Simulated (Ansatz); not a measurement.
Starting cell, InN (wurtzite):

```
InN
1.0
    3.53693     0.00000     0.00000
   -1.76847     3.06307     0.00000
    0.00000     0.00000     5.71356
In N
2 2
Direct
  0.66667   0.33333   0.00203
  0.33333   0.66667   0.50203
  0.66667   0.33333   0.62317
  0.33333   0.66667   0.12317
```

Two-dimensional scan of atom 1 (In, nearest neighbour N at 2.156 Å; its periodic images, 3.5 Å or more away, move with it): u runs along (1.000, 0.000, 0.000), v along (0.000, 0.000, 1.000) (Cartesian). Cell and other atoms are fixed.

All values below come from PBEsol (plane waves to 420 eV, PAW, scalar-relativistic; Ansatz, a first-principles code). k mesh 9×9×5 (Γ-centred), Fermi-Dirac smearing 0.05 eV. Energies are smeared free energies. Compression counts positive. With partly filled bands, energies and forces of such displacements shift with the k mesh and the smearing. At this level the bands of InN touch or barely overlap; measurements give the solid a gap. InN was relaxed with its symmetry unable to fall. ΔE is measured from the undisplaced structure. Axes are in Å.

ΔE (meV/cell), with u across and v down:

```tsv
v \ u	-0.320	-0.160	0.000	0.160	0.320
-0.320	1269	1172	1147	1172	1269
-0.160	598	318	232	318	598
0.000	570	134	0	134	570
0.160	912	335	157	335	912
0.320	1438	736	521	736	1438
```

P (GPa), with u across and v down:

```
v \ u   -0.320  -0.160  0.000  0.160  0.320
------  ------  ------  -----  -----  -----
-0.320     7.1     6.4    6.3    6.4    7.1
-0.160     3.7     1.9    1.3    1.9    3.7
0.000      3.7     0.9    0.0    0.9    3.7
0.160      5.7     2.0    0.9    2.0    5.7
0.320      8.7     4.3    2.9    4.3    8.7
```

Read from the data:

| Quantity | Value |
|---|---|
| Principal force constants in the plane (five-point differences of the forces) | 10.3 and 14.8 eV/Å² |
| Softest direction at the centre | along u |
| Centre of the map | a minimum |
| Lowest place on the grid | u = 0.000 Å, v = 0.000 Å (0 meV/cell) |
| Highest place on the grid, met at several equal points | u = -0.320 Å, v = 0.320 Å; u = 0.320 Å, v = 0.320 Å (1438 meV/cell) |

(A displaced cell: forces are minus the slopes of the energy, force constants its curvatures, and phonons follow from these.)
